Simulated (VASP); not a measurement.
# A slab model of a few sheets of PtSe2, part 2 of 2

Wanted: how a few sheets of PtSe2 relaxes, and what it costs to take an electron out.

VASP 6.6.1; PBE with D3(BJ); plane waves and PAW (Se, Pt).

So far. Step 2 (Surface relaxation): The run ended after 5 ionic steps, 0.054 eV below its first step, once the forces on the free atoms met EDIFFG = -0.03. Step 3 (Potential and states of the slab): The vacuum level lies 4.83 eV above the highest filled level at the upper face; both faces agree, as the slab has next to no dipole.

## Step 4: Tunnelling image, filled states within 1 eV (continued)

Partial charge density in the ca plane at fractional y = 0.000, with atoms of Pt within 0.2 Å of it. It is the smooth field of the valence electrons, not physical close to the nuclei.

Ten even steps from '0' (0.000 Å⁻³) to '9' (0.057 Å⁻³), each cell a mean:
```
00000000000000000000004775310000000146862000
00000000000000000000001343210000000124431000
00000000000000000001111112110000001122111111
00000000000000000012221001111100011111001221
00000000000000000012331000111100011110012332
00000000000000000012321000111100011110012222
00000000000000000011211011111000001111001211
00000000000000000000001232210000000123211000
00000000000000000000002564210000000135641000
00000000000000000000015996310000000146983000
```
Columns run along c (16.0 Å, from fractional 0.01 to 0.71 of the cell), rows up along a (3.7 Å). Atoms in or near the plane, at fractional coordinates: Pt at (0.61, 0.00), Pt at (0.39, 0.00).

Shared out to the nearest atoms, the partial charge density (by size) has 78 % on Se; its largest share on one atom is 21 % (Se4), and it takes 5 of the 6 atoms to pass 80 %.

Between its 5th and 95th percentile the partial density varies by a factor of 3.6, which sets the contrast of the image.

## Step 5: Tunnelling image, empty states within 1 eV

INCAR

```
SYSTEM = PtSe2
PREC = Normal
ENCUT = 300
EDIFF = 1E-05
NELM = 120
ISMEAR = 0
SIGMA = 0.05
LREAL = .FALSE.
ALGO = Fast
GGA = PE
IVDW = 12
NBANDS = 38
LASPH = .TRUE.
LWAVE = .FALSE.
LCHARG = .FALSE.
ISTART = 1
LPARD = .TRUE.
NBMOD = -2
EINT = 0.417 1.437
LSEPB = .FALSE.
LSEPK = .FALSE.
```

POSCAR

```
PtSe2
1.0
    3.7240000000      0.0000000000      0.0000000000
   -1.8620000000      3.2250786040      0.0000000000
    0.0000000000      0.0000000000     22.5930000000
Se Pt
4 2
Direct
    0.3333333330      0.6666666670      0.6702011860
    0.6666666670      0.3333333330      0.5540541509
    0.3333333330      0.6666666670      0.4459458491
    0.6666666670      0.3333333330      0.3297988140
    0.0000000000      0.0000000000      0.6114569821
    0.0000000000      0.0000000000      0.3885430179
```

KPOINTS

```
Automatic mesh
0
Gamma
9 9 1
0 0 0
```

PAW data sets: Se and Pt (PBE family, release 64).

The WAVECAR or CHGCAR of an earlier step is read.

The run is started by

```
$ mpirun -np 2 vasp_std
```

Elapsed: 1.6 s, on 2 MPI ranks of Intel Xeon 6975P-C (Granite Rapids), shared host.

Local density of states in the window along a and b. Constant height, 2.5 Å above the top atom.

Ten even steps from '_' (4.25 × 1e-4 e/Å³) to '@' (9.61 × 1e-4 e/Å³), each cell a mean:
```
________....::::----======++++++++++++====----::::....__________
______....::::--====++++************++++====----::....__________
__....::::----==++++****##########****++++==----::....__________
....::::--====++**####%%%%%%%%%%####****++==----::......________
..::----==++****##%%%%@@@@@@@@%%%%##****++==--::::......____....
::----==++**####%%@@@@@@@@@@@@%%%%##**++++==--::::..............
----==++**####%%@@@@@@@@@@@@@@%%####**++==----::..............::
--==++****##%%@@@@@@@@@@@@@@%%%%##**++====--::::............::--
====++**##%%%%@@@@@@@@@@@@%%%%##**++++==--::::............::::--
==++++**##%%%%%%@@@@@@%%%%####**++====--::::..............::----
==++++**####%%%%%%%%%%####****++====--::::..............::::----
==++++****##########******++====----::::......__........::::----
====++++++**********++++====----::::::......______......::::----
--======++++++++========----::::::......__________......::::::--
--------========--------::::::........____________......::::::--
::::::--------::::::::::::..........____________..........::::::
::::::::::::::::................................................
................................................................
________________....................::::....................____
________________..........::::::::::::::::::::..........________
______________......::::::----------------::::::::......________
____________....::::::------============------::::....__________
```
Columns: along a (fractional) from 0 to 0.969; rows upwards: along b (fractional) from 0 to 0.969.

Partial charge density in the ca plane at fractional y = 0.000, with atoms of Pt within 0.2 Å of it. It is the smooth field of the valence electrons, not physical close to the nuclei.

Ten even steps from '0' (0.00 Å⁻³) to '9' (0.34 Å⁻³), each cell a mean:
```
00000000000000000000002786200000000037861000
00000000000000000000001333100000000024331000
00000000000000000000000000000000000000000000
00000000000000000000000000000000000000000000
00000000000000000000100000001000011000000110
00000000000000000000000000001000000000000000
00000000000000000000000000000000000000000000
00000000000000000000000112000000000012110000
00000000000000000000002665200000000036651000
00000000000000000000002796100000000027951000
```
Columns run along c (16.0 Å, from fractional 0.01 to 0.71 of the cell), rows up along a (3.7 Å). Atoms in or near the plane, at fractional coordinates: Pt at (0.61, 0.00), Pt at (0.39, 0.00).

Shared out to the nearest atoms, the partial charge density (by size) has 62 % on Se; its largest share on one atom is 19 % (Pt6), and it takes 5 of the 6 atoms to pass 80 %.

Between its 5th and 95th percentile the partial density varies by a factor of 2.0, which sets the contrast of the image.

## Step 6: Derived quantities

This step: slab, PBE + D3(BJ); plane waves and PAW (VASP 6.6.1).

No new run; the numbers come from the runs before.

Numbers from this step:

```yaml
ionisation_potential_at_the_upper_face: 4.827 eV
```

## Step 7: Outcome

- ionisation potential of the slab: 4.83 eV

What this shows: The ionisation potential is 4.83 eV at both faces. The atom that ends on top (Se) moved outwards by 0.05 Å, counted from the mean of all atoms. Semilocal band edges put the ionisation potential too low and the gap too small. Spin-orbit coupling is left out, which matters for the heavy elements here. The cell in the plane was kept as given and was not relaxed here. The slab has a gap, so the level below the vacuum is counted from the highest filled level.

[Lines on the potential files, build, host, timing and source positions are cut from VASP's logs without a mark.]

[Logs are printed without paths, hosts, clocks, repeated set-up lines and the standing remarks that a program may print on its own settings, such as how far it seeks lower states.]

[Hosts, paths, dates, database ids (printed as entryN), source tags and the programs' standing remarks are cut or masked in the printed files.]

[In band tables of VASP the shares of atoms and orbitals are scaled to a sum of 1 inside the atoms' spheres.]

[Runs that stopped without an error message from VASP are left out.]
